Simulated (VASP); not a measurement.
# TiSe2 (P-3m1) in VASP: further runs

One crystal, TiSe2, is run at these levels: LDA, PBE, PBE+D3(BJ); tasks: band structure, density of states, phonons.

The COD entry that gives the cell may itself be a prediction, so a difference from it is no test against experiment.

Everything below comes from runs of VASP 6.6.1. Logs are shortened: lines on timing, memory, paths and dates and some standing lists are left out, and cuts for length are marked.

## (1) Starting point

Symmetry: P-3m1, No. 164, trigonal system. Conventional cell: a = 3.484 Å, b = 3.484 Å, c = 5.857 Å, α = 90.00°, β = 90.00°, γ = 120.00°. Around Ti (site symmetry -3m) lie 6 Se at 2.54 Å. Se (site symmetry 3m) has 3 Ti at 2.54 Å as nearest neighbours.

## (2) Band structure, LDA

Contents of INCAR:

```
SYSTEM = TiSe2
ALGO = Normal
EDIFF = 1E-7
ENCUT = 520
ISIF = 2
ISMEAR = 1
KPAR = 4
LASPH = .True.
LCHARG = .False.
LMAXMIX = 4
LREAL = .False.
LWAVE = .False.
NELM = 80
PREC = Accurate
SIGMA = 0.1
```

Contents of KPOINTS:

```
k-points
0
Gamma
  12 12 6
  0 0 0
```

Contents of POSCAR:

```
TiSe2                                   
1.0
    3.4835335887     -0.0000000000      0.0000000000
   -1.7417667943      3.0168285828     -0.0000000000
    0.0000000000      0.0000000000      5.8570485974
  Ti              Se            
     1     2
Direct
     0.0000000000000000    0.0000000000000000    0.0000000000000000
     0.3333333332999970    0.6666666667000030    0.2651999706857799
     0.6666666667000030    0.3333333332999970    0.7348000293142201
```

Contents of KPOINTS_OPT:

```
explicit points
258
Reciprocal
 0.0000000000  0.0000000000  0.0000000000 1
 0.0263157895  0.0000000000  0.0000000000 1
 0.0526315789  0.0000000000  0.0000000000 1
 0.0789473684  0.0000000000  0.0000000000 1
 0.1052631579  0.0000000000  0.0000000000 1
 0.1315789474  0.0000000000  0.0000000000 1
[... 250 lines left out ...]
 0.5000000000  0.0000000000  0.0334448200 1
 0.5000000000  0.0000000000 -0.0334448200 1
```

Potentials or basis: VASP PAW LDA potentials, release 64 (Ti_sv, Se).

Run with:

```console
> cat potpaw_LDA.64/Ti_sv/POTCAR potpaw_LDA.64/Se/POTCAR > POTCAR
> mpirun -np 4 vasp_std > vasp.out
```

OUTCAR:

```text
SYSTEM = TiSe2
   EDIFF = 1E-7
   ENCUT = 520
   ISIF = 2
   ISMEAR = 1
   LASPH = .True.
   LREAL = .False.
   NELM = 80
   PREC = Accurate

 ion  position               nearest neighbor table
   1  0.000  0.000  0.000-   2 2.54   3 2.54   3 2.54   2 2.54   3 2.54   2 2.54
   2  0.333  0.667  0.265-   1 2.54   1 2.54   1 2.54
   3  0.667  0.333  0.735-   1 2.54   1 2.54   1 2.54

  LATTYP: Found a hexagonal cell.
 ALAT       =     3.4835335887
 C/A-ratio  =     1.6813526978

  Lattice vectors:

 A1 = (   3.4835335887,   0.0000000000,   0.0000000000)
 A2 = (  -1.7417667943,   3.0168285828,   0.0000000000)
 A3 = (   0.0000000000,   0.0000000000,   5.8570485974)

Analysis of symmetry for initial positions (statically):
=====================================================================
 Subroutine PRICEL returns:
 Original cell was already a primitive cell.

 Routine SETGRP: Setting up the symmetry group for a
 hexagonal supercell.

 Subroutine GETGRP returns: Found 12 space group operations
 (whereof 12 operations were pure point group operations)
 out of a pool of 24 trial point group operations.

The static configuration has the point symmetry D_3d.

Analysis of symmetry for dynamics (positions and initial velocities):
=====================================================================
 Subroutine PRICEL returns:
 Original cell was already a primitive cell.

 Routine SETGRP: Setting up the symmetry group for a
 hexagonal supercell.

 Subroutine GETGRP returns: Found 12 space group operations
 (whereof 12 operations were pure point group operations)
 out of a pool of 24 trial point group operations.

The dynamic configuration has the point symmetry D_3d.

 Subroutine INISYM returns: Found 12 space group operations
 (whereof 12 operations are pure point group operations),
 and found     1 'primitive' translations

----------------------------------------------------------------------------------------

                                     Primitive cell

  volume of cell :      61.5530

  direct lattice vectors                    reciprocal lattice vectors
     3.483533589  0.000000000  0.000000000     0.287064836  0.165736961  0.000000000
    -1.741766794  3.016828583  0.000000000     0.000000000  0.331473921  0.000000000
     0.000000000  0.000000000  5.857048597     0.000000000  0.000000000  0.170734455

[... 85 lines left out ...]
   EDIFF  = 0.1E-06   stopping-criterion for ELM
   LREAL  =      F    real-space projection
   EDIFFG = 0.1E-05   stopping-criterion for IOM
   NSW    =      0    number of steps for IOM
   IBRION =     -1    ionic relax: 0-MD 1-quasi-New 2-CG
   NFREE  =      0    steps in history (QN), initial steepest desc. (CG)
   ISIF   =      2    stress and relaxation
   ISYM   =      2    0-nonsym 1-usesym 2-fastsym
   POTIM  = 0.5000    time-step for ionic-motion
   TEBEG  =    0.0;   TEEND  =   0.0 temperature during run
   PSTRESS=    0.0 pullay stress
   NELECT =      24.0000    total number of electrons
   NUPDOWN=      -1.0000    fix difference up-down
   EMIN   =  10.00;   EMAX   =-10.00  energy-range for DOS
   EFERMI =   0.00;   METHOD = LEGACY
   ISMEAR =     1;   SIGMA  =   0.10  broadening in eV -4-tet -1-fermi 0-gaus
   EFERMI_NEDOS =   21; number of points for ismear=-14 and -15
   IALGO  =     38    algorithm
   IMIX   =      4    mixing-type and parameters
     AMIX     =   0.40;   BMIX     =  1.00
     AMIX_MAG =   1.60;   BMIX_MAG =  1.00
  volume/ion in A,a.u.               =      20.52       138.46
  Fermi-wavevector in a.u.,A,eV,Ry     =   1.195993  2.260100 19.461774  1.430400
  Thomas-Fermi vector in A             =   2.331945
   LORBIT       =      0    0 simple, 1 ext, 2 COOP (PROOUT), +10 PAW based schemes
   GGA     = CA    functional components
   LHFCALC =     F    Hartree Fock is set to
   AEXX    =    0.0000 exact exchange contribution
   IVDW    =     0    specifies the selected vdW correction
   LEPSILON=     F    determine dielectric tensor
   LRPA    =     F    only Hartree local field effects (RPA)
 non-spin polarized calculation
 Methfessel and Paxton  Order N= 1 SIGMA  =   0.10
  energy-cutoff  :      520.00
  volume of cell :       61.55
 maximum number of plane-waves:      1690
 NGX is ok and might be reduce to    28
   NGX = 13   NGY = 13   NGZ = 21

 number of electron      24.0000000 magnetization

 Free energy of the ion-electron system (eV)
  ---------------------------------------------------
  ext. energy  EPLUGINS =         0.00000000
  ---------------------------------------------------
  free energy    TOTEN  =       -20.32001898 eV

  energy without entropy =      -20.32000879  energy(sigma->0) =      -20.32001558

 E-fermi :   5.3084     XC(G=0): -10.5824

 val. band max:        5.2923442642   @ k =   0.0000   0.4167   0.1667
 cond. band min:       5.3206655592   @ k =   0.0000   0.3333   0.1667
 fundamental gap:      0.0283212950
 Fermi energy:         5.3083768640

 k-point     1 :       0.0000    0.0000    0.0000
  band No.  band energies     occupation
      1     -51.4618      2.00000
      2     -28.0862      2.00000
      3     -28.0687      2.00000
      4     -28.0687      2.00000
      5      -8.8678      2.00000
      6      -7.2479      2.00000
[... 433 lines left out ...]
      3     -28.0802      2.00000
      4     -28.0749      2.00000
      5      -8.4858      2.00000
      6      -7.2599      2.00000
[... 8 lines left out ...]
     15       6.8599     -0.00000
     16       8.2546      0.00000

 [... further k-points ...]

------------------------ aborting loop because EDIFF is reached ----------------------------------------

  FORCE on cell =-STRESS in cart. coord.  units (eV):
  Direction    XX          YY          ZZ          XY          YZ          ZX
  --------------------------------------------------------------------------------------
  -------------------------------------------------------------------------------------
  Total       -1.1583301     -1.1583301     -1.1822245     -0.0000000      0.0000000      0.0000000
  in kB      -30.1504277    -30.1504277    -30.7723797     -0.0000000      0.0000000      0.0000000
  external PRESSURE =     -30.3577450 kB  Pullay stress =       0.0000000 kB

 VOLUME and BASIS-vectors are now :
 -----------------------------------------------------------------------------
  energy-cutoff  :      520.00
  volume of cell :       61.55
      direct lattice vectors                 reciprocal lattice vectors
     3.483533589  0.000000000  0.000000000     0.287064836  0.165736961  0.000000000
    -1.741766794  3.016828583  0.000000000     0.000000000  0.331473921  0.000000000
     0.000000000  0.000000000  5.857048597     0.000000000  0.000000000  0.170734455

 POSITION                                       TOTAL-FORCE (eV/Angst)
 -----------------------------------------------------------------------------------
      0.00000      0.00000      0.00000         0.000000      0.000000      0.000000
     -0.00000      2.01122      1.55329        -0.000000      0.000000     -0.310276
      1.74177      1.00561      4.30376         0.000000     -0.000000      0.310276
 -----------------------------------------------------------------------------------
    total drift:                               -0.000000     -0.000000      0.000000

  FREE ENERGIE OF THE ION-ELECTRON SYSTEM (eV)
  ---------------------------------------------------
  free  energy   TOTEN  =       -20.3200189833 eV

  energy  without entropy=      -20.3200087862  energy(sigma->0) =      -20.32001558
```

OSZICAR:

```text
N       E                     dE             d eps       ncg     rms          rms(c)
DAV:   1     0.196999853090E+03    0.19700E+03   -0.11621E+04  3200   0.147E+03
DAV:   2    -0.271728255191E+01   -0.19972E+03   -0.19789E+03  3448   0.371E+02
DAV:   3    -0.226546909619E+02   -0.19937E+02   -0.19216E+02  4984   0.102E+02
[... 35 lines left out ...]
       N       E                     dE             ncg
DAV:   1     0.191245851998E+05   -0.52337E+05     1864
DAV:   2     0.793708566710E+04   -0.11187E+05     2032
DAV:   3     0.699303436176E+04   -0.94405E+03     2832
DAV:   4     0.696569031684E+04   -0.27344E+02     2272
DAV:   5     0.696446852277E+04   -0.12218E+01     2792
DAV:   6     0.696445572594E+04   -0.12797E-01     2328
DAV:   7     0.696445542865E+04   -0.29729E-03     2832
DAV:   8     0.696445542540E+04   -0.32540E-05     2272
DAV:   9     0.696445542535E+04   -0.49261E-07     1888
```

It took 67 s on 4 MPI ranks of Intel Xeon 6975P-C (Granite Rapids), shared host; peak memory 0.27 GiB.

Results:

| Item | Value |
| --- | --- |
| Free energy | -20.3200 eV |
| Pressure | -3.0 GPa |
| Largest force | 0.310 eV/Å |
| Band gap along the path | none (metal or under the smearing width) |

Forces on the atoms (eV/Å):
```
Ti   0.000  0.000  0.000
Se   0.000  0.000 -0.310
Se   0.000  0.000  0.310
```

Levels at the corners of the path, in eV from the Fermi level:
```csv
point,band 8,band 9,band 10,band 11,band 12,band 13,band 14,band 15,band 16
Γ,-2.21,-2.21,0.43,0.50,0.50,0.55,0.66,0.66,3.33
M,-3.82,-2.89,-2.84,-2.19,-1.38,0.04,1.45,1.87,3.24
M,-3.82,-2.89,-2.84,-2.19,-1.38,0.04,1.45,1.87,3.24
K,-4.09,-4.09,-2.64,-2.64,-2.35,1.21,1.74,1.74,2.64
K,-4.09,-4.09,-2.64,-2.64,-2.35,1.21,1.74,1.74,2.64
Γ,-2.21,-2.21,0.43,0.50,0.50,0.55,0.66,0.66,3.33
Γ,-2.21,-2.21,0.43,0.50,0.50,0.55,0.66,0.66,3.33
A,-2.90,-2.12,-2.12,0.33,0.33,0.48,0.48,1.26,3.79
A,-2.90,-2.12,-2.12,0.33,0.33,0.48,0.48,1.26,3.79
L,-4.83,-2.78,-2.51,-1.05,-0.79,-0.27,1.45,1.84,3.09
L,-4.83,-2.78,-2.51,-1.05,-0.79,-0.27,1.45,1.84,3.09
H,-4.45,-3.78,-3.38,-2.05,-2.05,1.22,1.24,1.24,3.66
H,-4.45,-3.78,-3.38,-2.05,-2.05,1.22,1.24,1.24,3.66
A,-2.90,-2.12,-2.12,0.33,0.33,0.48,0.48,1.26,3.79
L,-4.83,-2.78,-2.51,-1.05,-0.79,-0.27,1.45,1.84,3.09
M,-3.82,-2.89,-2.84,-2.19,-1.38,0.04,1.45,1.87,3.24
K,-4.09,-4.09,-2.64,-2.64,-2.35,1.21,1.74,1.74,2.64
H,-4.45,-3.78,-3.38,-2.05,-2.05,1.22,1.24,1.24,3.66
```

## (3) Band structure, PBE, spin-orbit coupling, no magnetisation

INCAR, as its differences from that of step 2:

```diff
@@ -4,2 +4,4 @@
 ENCUT = 520
+GGA = PE
+GGA_COMPAT = .False.
 ISIF = 2
@@ -10,4 +12,7 @@
 LMAXMIX = 4
+LORBIT = 11
 LREAL = .False.
+LSORBIT = .True.
 LWAVE = .False.
+MAGMOM = 0 0 0 0 0 0 0 0 0
 NELM = 80
```

KPOINTS is that of step 2.

POSCAR is that of step 2.

KPOINTS_OPT is that of step 2.

Potentials or basis: VASP PAW PBE potentials, release 64 (Ti_sv, Se).

Run with:

```console
> cat potpaw_PBE.64/Ti_sv/POTCAR potpaw_PBE.64/Se/POTCAR > POTCAR
> mpirun -np 4 vasp_ncl > vasp.out
```

Run time: 5.4 min. Hardware: 4 MPI ranks of Intel Xeon 6975P-C (Granite Rapids), shared host; peak memory 0.69 GiB.

Results (log left out):

- Free energy: -18.1722 eV
- Pressure: 3.6 GPa
- Largest force: 0.006 eV/Å
- Valence electrons inside the program's atomic spheres: Ti 10.21; Se 3.87

Forces in eV/Å, atoms in the order of the input:
```
Ti   0.000  0.000  0.000
Se   0.000  0.000 -0.006
Se   0.000  0.000  0.006
```

Stress tensor (GPa, compression positive):
```
3.54 0.00 0.00
0.00 3.54 0.00
0.00 0.00 3.73
```

## (4) Density of states, PBE

POSCAR is that of step 3.

Contents of INCAR.step1:

```
SYSTEM = TiSe2
ALGO = Normal
EDIFF = 1E-7
ENCUT = 520
GGA = PE
ISIF = 2
ISMEAR = 1
KPAR = 4
LASPH = .True.
LCHARG = .True.
LMAXMIX = 4
LREAL = .False.
LWAVE = .False.
NELM = 80
PREC = Accurate
SIGMA = 0.1
```

Contents of KPOINTS.step1:

```
k-points
0
Gamma
  12 12 6
  0 0 0
```

Contents of INCAR.step2:

```
SYSTEM = TiSe2
ALGO = Normal
EDIFF = 1E-7
ENCUT = 520
GGA = PE
ICHARG = 11
ISIF = 2
ISMEAR = -5
KPAR = 4
LASPH = .True.
LCHARG = .False.
LMAXMIX = 4
LORBIT = 10
LREAL = .False.
LWAVE = .False.
NEDOS = 2001
NELM = 80
PREC = Accurate
SIGMA = 0.1
```

Contents of KPOINTS.step2:

```
k-points
0
Gamma
  18 18 9
  0 0 0
```

Run with:

```console
> cat potpaw_PBE.64/Ti_sv/POTCAR potpaw_PBE.64/Se/POTCAR > POTCAR
> cp INCAR.step1 INCAR
> cp KPOINTS.step1 KPOINTS
> mpirun -np 4 vasp_std > vasp.out
> cp INCAR.step2 INCAR
> cp KPOINTS.step2 KPOINTS
> mpirun -np 4 vasp_std > vasp.out
```

Wall time 56 s (4 MPI ranks of Intel Xeon 6975P-C (Granite Rapids), shared host); peak memory 0.4 GiB.

The run converged. Its results:

```
Valence electrons inside the program's atomic spheres : Ti 10.20; Se 3.88
```

Levels at points of the mesh, in eV from the Fermi level:
```tsv
k point	band 8	band 9	band 10	band 11	band 12	band 13	band 14	band 15	band 16
(0.00, 0.00, 0.00)	-2.26	-2.26	0.37	0.50	0.50	0.57	0.60	0.60	3.28
(0.50, 0.00, 0.00)	-3.88	-2.95	-2.87	-2.25	-1.44	0.04	1.46	1.88	3.21
```

States per cell in windows of 1 eV (zero at the Fermi level; states under -8 eV left out):
```tsv
from (eV)	total	Ti1_d	Se2_p	Se3_p	Ti1_p	Ti1_s	Se2_s
-8.0	0.00	0.00	0.00	0.00	0.00	0.00	0.00
-7.0	0.00	0.00	0.00	0.00	0.00	0.00	0.00
-6.0	0.54	0.03	0.09	0.09	0.00	0.03	0.00
-5.0	2.51	0.18	0.46	0.46	0.05	0.06	0.02
-4.0	1.73	0.18	0.33	0.33	0.04	0.04	0.02
-3.0	4.08	0.90	0.79	0.79	0.06	0.02	0.02
-2.0	2.33	0.33	0.52	0.52	0.06	0.01	0.01
-1.0	0.85	0.19	0.18	0.18	0.02	0.00	0.00
0.0	1.94	1.22	0.11	0.11	0.01	0.01	0.01
1.0	4.17	3.07	0.21	0.21	0.02	0.02	0.01
2.0	1.35	0.82	0.10	0.10	0.00	0.00	0.01
3.0	0.70	0.39	0.07	0.07	0.00	0.00	0.00
4.0	0.00	0.00	0.00	0.00	0.00	0.00	0.00
5.0	0.00	0.00	0.00	0.00	0.00	0.00	0.00
```

Caveat: tetrahedron occupations give inexact forces and stress in metals.

(Part 1 of 2 ends here.)
